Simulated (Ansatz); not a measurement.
# MoS2: a single-point run

The task is a single-point run on MoS2. The structure is shown as the input types it. The cell is built on a prototype (CdCl2 type) and needn't be the phase found in nature.

Program: Ansatz 0.2.0. Level of theory: density functional or hybrid calculation with the settings of its input, plane waves (as first typed). These are calculated values, not measurements.

7 further runs of the same task are left out: 1 for a known fault of the program, 6 that didn't finish.

### 1 The starting structure

It takes space group R-3m (No. 166, trigonal). Conventional cell: a = 3.193 Å, b = 3.193 Å, c = 18.232 Å, α = 90.00°, β = 90.00°, γ = 120.00°. Mo (site symmetry -3m) is surrounded by 6 S at 2.42 Å. S (site symmetry 3m) has 3 Mo at 2.42 Å as nearest neighbours.

As a file:

```xyz
3
Lattice="1.5965 0.9218 6.0772 -1.5965 0.9218 6.0772 0.0000 -1.8435 6.0772" Properties=species:S:1:pos:R:3 pbc="T T T"
Mo    0.0000    0.0000    0.0000
S     0.0000    0.0000    4.5110
S     0.0000    0.0000   13.7207
```

### 2 Input and run

Contents of input.yaml:

```yaml
crystal:
  lattice:
    - [1.5965300421, 0.9217570496, 6.0772315024]
    - [-1.5965300421, 0.9217570496, 6.0772315024]
    - [0.0, -1.8435140992, 6.0772315024]
  atoms:
    - { symbol: Mo, position: [0.0, 0.0, 0.0] }
    - { symbol: S, position: [0.2474267352, 0.2474267352, 0.2474267352] }
    - { symbol: S, position: [0.7525732648, 0.7525732648, 0.7525732648] }
kpoints:
  mp_grid: { grid: [6, 6, 6] }
hamiltonian:
  xc: pbe
scf:
  occupations: { method: cold, width: 1.5 }
  n_extra_bands: 4
output:
  forces: true
  stress: true
  eigenvalues: true
```

Run with:

```sh
ansatz run input.yaml --threads 4 --pin off --max-ram 3686MiB --backend cpu --events-out ev --progress --plain --runs-dir out
```

**Question.** How will this run end, and is anything wrong with its input?

The program finished normally. That alone doesn't make the input a sound one.

Look at the input: scf.occupations.method is cold; scf.occupations.width is 1.5. A smearing this wide moves electrons out of filled levels into empty ones.

The test: set scf.occupations.method to fermi_dirac and scf.occupations.width to 0.02.
